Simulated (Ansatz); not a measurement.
**What strain does to NaH (Fm-3m)**

NaH (started from an entry of an open crystallographic database) with hydrogen sites as listed, relaxed with r2SCAN in the plane-wave code Ansatz. Space group Fm-3m (No. 225), cubic; conventional cell a = 4.795 Å, 13.78 Å³ an atom. Na is surrounded by 6 H at 2.40 Å; H is surrounded by 6 Na at 2.40 Å.

The axes x, y and z are those of this cell:
```
CELL_PARAMETERS angstrom
0.00000 2.39751 2.39751
2.39751 0.00000 2.39751
2.39751 2.39751 0.00000
ATOMIC_POSITIONS crystal
Na 0.00000 0.00000 0.00000
H 0.50000 0.50000 0.50000
```

Unstrained: PBE gives an indirect gap of 3.802 eV, from W to L; the least direct gap is 4.672 eV at L. r2SCAN gives an indirect gap of 4.401 eV, from W to L; the least direct gap is 5.264 eV at L. The HSE06 gap is indirect, 4.849 eV (W to L), below the direct gap of 5.811 eV at L. Meshes: PBE 10×10×10, r2SCAN 10×10×10, HSE06 6×6×6. Strains are changes of length per length, and xy shears are angles. After each strain the atoms were relaxed again with r2SCAN in this cell and within any symmetry left, so distortions that break it or need a larger cell weren't tested; points keep the names that they have in the unstrained zone. Calculated for a static, non-magnetic cell.

Changes of the least gap in eV (an overlap counts as a negative gap):
```tsv
strain	volume change (%)	space group	PBE	r2SCAN	HSE06	G0W0@PBE (mesh)	energy rise, r2SCAN (meV/atom)
uniaxial +0.46 % along x	+0.5	I4/mmm	-0.012	-0.012	-0.014	-0.02	0.0
xy shear, engineering strain (angle) -1.14 %	0.0	Immm	-0.035	-0.035	-0.035	-0.04	0.1
isotropic +5.12 % on every length	+16.2	Fm-3m	-0.245	-0.260	-0.292	-0.36	21.6
uniaxial -4.78 % along z	-4.8	I4/mmm	+0.054	+0.059	+0.067	+0.04	5.7
```
Unstrained, G0W0@PBE with 114 empty bands, a screening cutoff of 150 eV and a 6×6×6 mesh gives 6.05 eV on its mesh; the band count follows the volume. No extrapolation in bands, cutoff or mesh was made for G0W0.

Uniaxial +0.46 % along x, other directions held. HSE06: the gap goes from 4.849 to 4.836 eV (-0.014 eV). Stress change with r2SCAN, compression positive: xx -0.22, yy -0.06, zz -0.06 GPa.

Xy shear, engineering strain (angle) -1.14 %. HSE06: the gap goes from 4.849 to 4.814 eV (-0.035 eV); the L points, equivalent before, split by 69 meV, and the conduction bottom lies at those like (0, 1/2, 0); the edges go from W → L to (1/4, 0.495, -0.255) → L. Stress change with r2SCAN, compression positive: xx 0.00, yy 0.00, zz 0.00, xy +0.27 GPa.

Isotropic +5.12 % on every length. HSE06: the gap goes from 4.849 to 4.557 eV (-0.292 eV). Stress change with r2SCAN, compression positive: xx -2.76, yy -2.76, zz -2.76 GPa. For HSE06, dE_g/d ln V = -1.9 eV over this step.

Uniaxial -4.78 % along z, other directions held. HSE06: the gap goes from 4.849 to 4.916 eV (+0.067 eV); the edges go from W → L to (0.307, -1/2, -0.193) → L. Stress change with r2SCAN, compression positive: xx +0.64, yy +0.64, zz +2.98 GPa.

Where an edge lies off the special points, it is a point of the mesh or the k point where a search put PBE's edge or least direct gap, reused for the other functionals, whose own edges may lie a little apart.

Coordinates of k points refer to the reciprocal vectors of the primitive cell of the runs.

The meshes of the hybrids are coarse, so their gaps aren't converged to the digits shown.
